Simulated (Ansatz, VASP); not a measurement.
# LiCl: VASP beside Ansatz

```xyz
2
Lattice="0.0000 2.5037 2.5037 2.5037 0.0000 2.5037 2.5037 2.5037 0.0000" Properties=species:S:1:pos:R:3 pbc="T T T"
Li    0.0000    0.0000    0.0000
Cl    2.5037    2.5037    2.5037
```

Alike in both runs: functional r2SCAN; k mesh 10 × 10 × 10; occupations fermi-dirac, width 0.02 eV; no spin polarisation.

Ansatz relaxed the structure, and its values are those at the end. VASP's run is a single point on that final structure, the one shown.

|  | VASP | Ansatz |
| --- | --- | --- |
| version | VASP 6.6.1 | Ansatz 0.2.0 |
| potentials or method | VASP PAW PBE potentials, release 64 (Li_sv, Cl) | PAW plane waves |
| plane-wave cutoff (eV) | 520 | 500 |
| valence electrons in the cell | 10 | 10 |

```csv
,VASP,Ansatz,Ansatz less VASP
gap on the k mesh at the Fermi level (eV),7.62,7.61,-0.013
```

The functional is the same, so the differences come from potentials, cutoffs and numerics. Ansatz warned: «stress_scf_threshold_loose».

 A k mesh can miss the band edges. r2SCAN opens gaps a little over a GGA but as a rule still falls short of measured ones.
